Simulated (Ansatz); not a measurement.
Set up this calculation in Ansatz 0.2.0, as the native input.

```
Task                                : band structure
Functional                          : PBEsol
Potentials or basis                 : Ansatz PAW
Cutoff                              : 420 eV (not typed: the program's choice for these potentials)
k mesh                              : 6 × 6 × 6
Occupations                         : fermi-dirac, width 0.05 eV
Spin                                : non-collinear spin, ferromagnetic start, spin-orbit coupling
Starting moments                    : [[0.0, 0.0, 0.0], [0.0, 0.0, 0.0], [0.0, 0.0, 0.0], [0.0, 0.0, 0.0], [0.0, 0.0, 4.0], [0.0, 0.0, 4.0]] μB
Path                                : [["G", "X", "M", "G", "Z", "P", "N", "Z1", "M"], ["X", "P"]]
Points for each segment of the path : 14
```

Crystal: MnSn2.

```
CELL_PARAMETERS angstrom
-3.32950 3.32950 2.72350
3.32950 -3.32950 2.72350
3.32950 3.32950 -2.72350
ATOMIC_POSITIONS crystal
Sn 0.83770 0.66230 0.50000
Sn 0.33770 0.83770 0.17540
Sn 0.16230 0.33770 0.50000
Sn 0.66230 0.16230 0.82460
Mn 0.75000 0.75000 0.00000
Mn 0.25000 0.25000 0.00000
```

The input as run:

input.yaml

```yaml
crystal:
  lattice:
    - [-3.3295, 3.3295, 2.7235]
    - [3.3295, -3.3295, 2.7235]
    - [3.3295, 3.3295, -2.7235]
  atoms:
    - { symbol: Sn, position: [0.8377, 0.6623, 0.5] }
    - { symbol: Sn, position: [0.3377, 0.8377, 0.1754] }
    - { symbol: Sn, position: [0.1623, 0.3377, 0.5] }
    - { symbol: Sn, position: [0.6623, 0.1623, 0.8246] }
    - { symbol: Mn, position: [0.75, 0.75, 0.0], spin: 4.0, spin_axis: [0.0, 0.0, 4.0] }
    - { symbol: Mn, position: [0.25, 0.25, 0.0], spin: 4.0, spin_axis: [0.0, 0.0, 4.0] }
hamiltonian:
  xc: pbesol
  pseudopotentials: { kind: paw_fr }
magnetization:
  noncollinear: true
  spin_orbit: true
kpoints:
  mp_grid: { grid: [6, 6, 6] }
  band_path:
    path:
      - [[0.0, 0.0, 0.0], [0.0, 0.0, 0.5], [-0.5, 0.5, 0.5], [0.0, 0.0, 0.0], [0.4172771919, 0.4172771919, -0.4172771919], [0.25, 0.25, 0.25], [0.0, 0.5, 0.0], [-0.4172771919, 0.5827228081, 0.4172771919], [-0.5, 0.5, 0.5]]
      - [[0.0, 0.0, 0.5], [0.25, 0.25, 0.25]]
    npoints: 14
scf:
  occupations: { method: fermi_dirac, width: 0.05 }
  n_extra_bands: 15
output:
  forces: true
  stress: true
  eigenvalues: true
  fatbands: false
  write_density: true
  write_potential: true
  elf: true
  volumetric_format: npy
```

Potentials or basis: Ansatz PAW.

Launch:

```sh
$ ansatz run input.yaml --threads 2 --pin off --max-ram 5632MiB --backend cpu --events-out ev --progress --plain --runs-dir out
```

It gave:

| Property | Result |
| --- | --- |
| Pressure | -5.5 GPa |
| Largest force | 0.210 eV/Å |
| Band gap on the k mesh | none (metal or under the smearing width) |
| Net moment | 4.47 μB per cell |
| Absolute moment | 5.77 μB per cell |

Caveat: the PAW data sets come from PBE, with cores solved anew for the run's functional, which leaves a small shift of forces and pressure; the thresholds are loose for stress.

Wall time 4.8 min on 2 threads of AMD EPYC 7R43 64-Core Processor (Zen 3), with other jobs on the host, peak memory 2 GiB.
